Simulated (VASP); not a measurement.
Here is a VASP 6.6.1 calculation.

INCAR

```
SYSTEM = TiO2
  ALGO = Normal
  DIPOL = 0.5 0.5 0.500
  EDIFF = 1E-7
  ENCUT = 520
  GGA = CA
  ICORELEVEL = 1
  IDIPOL = 3
  ISIF = 2
  ISMEAR = 0
  LASPH = .True.
  LCHARG = .False.
  LDIPOL = .True.
  LREAL = .False.
  LUSENCCL = .False.
  LVACPOTAV = .True.
  LVHAR = .True.
  LWAVE = .False.
  NBANDS = 73
  NELM = 80
  PREC = Accurate
  SIGMA = 0.03
```

Contents of KPOINTS:

```
k-points
0
Gamma
  9 6 1
  0 0 0
```

POSCAR

```
TiO2
1.0
    2.9219800000      0.0000000000      0.0000000000
    0.0000000000      4.5522740000      0.0000000000
    0.0000000000      0.0000000000     25.8906053900
O Ti
10 5
Direct
    0.5000000000      0.1961720000      0.2896803600
    0.5000000000      0.8038280000      0.3586651300
    0.0000000000      0.3038280000      0.3775939900
    0.0000000000      0.6961720000      0.4465787600
    0.5000000000      0.1961720000      0.4655076200
    0.5000000000      0.8038280000      0.5344923800
    0.0000000000      0.3038280000      0.5534212400
    0.0000000000      0.6961720000      0.6224060100
    0.5000000000      0.1961720000      0.6413348700
    0.5000000000      0.8038280000      0.7103196400
    0.0000000000      0.0000000000      0.3241727500
    0.5000000000      0.5000000000      0.4120863700
    0.0000000000      0.0000000000      0.5000000000
    0.5000000000      0.5000000000      0.5879136300
    0.0000000000      0.0000000000      0.6758272500
```

Potentials or basis: VASP PAW LDA potentials, release 64 (O, Ti_sv).

Run with:

```console
$ cat potpaw_LDA.64/O/POTCAR potpaw_LDA.64/Ti_sv/POTCAR > POTCAR
$ mpirun -np 1 vasp_std > vasp.out
```

(1) Estimate the band gap on the k mesh.

(2) Estimate the ionisation potential of the upper face.

(3) What does it give for the largest force?

## Answers

(1) 2.06 eV, indirect (least direct gap 2.09 eV).

(2) 7.86 eV.

(3) 3.930 eV/Å.
